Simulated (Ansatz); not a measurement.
# SiO2: convergence and cost

This session on SiO2 sets out to test the plane-wave cutoff on the displaced cell.

Program: Ansatz 0.2.0. Level of theory: DFT PBEsol, scalar-relativistic, plane waves, PAW. These are calculated values, not measurements.

**1. The system as given**

Symmetry: I-42d, No. 122, tetragonal system. Conventional cell: a = 4.748 Å, b = 4.748 Å, c = 7.488 Å, α = 90.00°, β = 90.00°, γ = 90.00°. Around Si (site symmetry -4) lie 4 O at 1.62 Å. O (site symmetry 2) has 2 Si at 1.62 Å in its first shell of neighbours.

Coordinates:

```cif
data_structure
_symmetry_space_group_name_H-M 'P 1'
_symmetry_Int_Tables_number 1
_cell_length_a 5.0289
_cell_length_b 5.0289
_cell_length_c 5.0289
_cell_angle_alpha 123.661
_cell_angle_beta 123.661
_cell_angle_gamma 83.768
_cell_volume 84.41
loop_
_atom_site_label
_atom_site_type_symbol
_atom_site_fract_x
_atom_site_fract_y
_atom_site_fract_z
_atom_site_occupancy
Si1 Si 0.00000 0.00000 0.00000 1
Si2 Si 0.75000 0.25000 0.50000 1
O1 O 0.99838 0.62500 0.87338 1
O2 O 0.37500 0.24838 0.37338 1
O3 O 0.75162 0.12500 0.12662 1
O4 O 0.87500 0.00162 0.62662 1
```

Source of the structure: the Crystallography Open Database. It is taken as it stands there.

**2. The base run, which the others are set against**

File input.yaml:

```yaml
crystal:
  lattice:
    - [-2.37405, 2.37405, 3.744]
    - [2.37405, -2.37405, 3.744]
    - [2.37405, 2.37405, -3.744]
  atoms:
    - { symbol: Si, position: [0.0, 0.0, 0.0] }
    - { symbol: Si, position: [0.75, 0.25, 0.5] }
    - { symbol: O, position: [0.99838, 0.625, 0.87338] }
    - { symbol: O, position: [0.375, 0.24838, 0.37338] }
    - { symbol: O, position: [0.75162, 0.125, 0.12662] }
    - { symbol: O, position: [0.875, 0.00162, 0.62662] }
basis:
  ecutwfc: 420
kpoints:
  mp_grid: { grid: [8, 8, 8] }
hamiltonian:
  xc: pbesol
scf:
  occupations: { method: gaussian, width: 0.02 }
output:
  forces: true
  stress: true
  eigenvalues: true
  populations: true
```

Its results, from an earlier run: -582.1996 eV/atom at zero smearing, pressure 1.08 GPa, largest force 0.006 eV/Å, gap on the mesh 5.97 eV, in 6 SCF cycles and 15 s.

The runs on the displaced cell use a copy made earlier, with the atoms moved and the axes strained (about 1 %) at random, so that forces and shear stress do not vanish.

**3. Plane-wave cutoff on the displaced cell: 200 eV**

File input.yaml:

```yaml
crystal:
  lattice:
    - [-2.3885848797, 2.4146137571, 3.7697606263]
    - [2.3704856368, -2.3478870885, 3.715972978]
    - [2.4211115729, 2.3804137817, -3.7274496093]
  atoms:
    - { symbol: Si, position: [-0.0307515946, -0.0022305666, -0.0007496808] }
    - { symbol: Si, position: [0.7266070421, 0.2897720004, 0.5390523173] }
    - { symbol: O, position: [0.9500067252, 0.6383290985, 0.8484468233] }
    - { symbol: O, position: [0.3664321211, 0.2330867362, 0.3625046623] }
    - { symbol: O, position: [0.7375185214, 0.1218099156, 0.1393711296] }
    - { symbol: O, position: [0.8822663358, 0.0196771364, 0.644932095] }
basis:
  ecutwfc: 200
kpoints:
  mp_grid: { grid: [6, 6, 8] }
hamiltonian:
  xc: pbesol
scf:
  occupations: { method: gaussian, width: 0.02 }
output:
  forces: true
  stress: true
  eigenvalues: true
```

The run is started by

```bash
ansatz run input.yaml --threads 1 --pin off --max-ram 2560MiB --backend cpu --events-out ev --progress --plain --runs-dir out
```

Further runs follow: plane-wave cutoff on the displaced cell: 250 eV; plane-wave cutoff on the displaced cell: 300 eV; plane-wave cutoff on the displaced cell set to 350 eV; plane-wave cutoff on the displaced cell: 600 eV.

**Question.** What does this series show?

The runs gave:

| quantity | value |
| --- | --- |
| plane-wave cutoff on the displaced cell: within 10 and 1 meV/atom of 600 eV from | 420 eV for 10; none of the others for 1 |

**Reading.** The last step in the plane-wave cutoff on the displaced cell still changes the energy by 4.16 meV/atom: the series is not settled to 1 meV/atom. Much of this error cancels in differences between similar cells. The pressure is off by up to 2.0 GPa. Forces stay within 0.01 eV/Å of the reference from 420 eV on. In some runs cutoff or mesh lie under the advised values, so their numbers carry a basis error.
